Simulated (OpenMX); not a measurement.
Runs of OpenMX 3.8.5 on WS2. The cell holds a slab with vacuum, 3 atoms: a = 3.184 Å, b = 3.184 Å, c = 16.951 Å, α = 90.00°, β = 90.00°, γ = 120.00°. 

```tsv
level	gap on the mesh (eV)	relaxed volume (Å³/atom)	largest force (eV/Å)
PBE+D3(BJ)	2.20	(b)	0.01
PBE	2.12	50.56	0.01
PBE+D3	2.15	(a)	-
PBE+D4	2.20	49.67	0.01
```

Alike in all rows: task relaxation of cell and atoms; potentials or basis OpenMX 2013 PBE set, W7.0-s3p2d2, S7.0-s2p2d1, grid cutoff 400 Ry; no spin polarisation; cell relaxed; k mesh 7 × 7 × 1; smearing fermi-dirac 0.05 eV.

Q: Fill in the values left out.

A: (a) 50.25; (b) 49.74.

Caveats: volumes in these bases differ from converged ones by about 1 %, for some elements by several; spin-orbit coupling is left out, which moves the levels of the heavy elements; the basis of atomic orbitals isn't converged, which shifts pressures, moduli and gaps.

A k mesh can miss the band edges, and the runs leave out spin-orbit coupling on W.
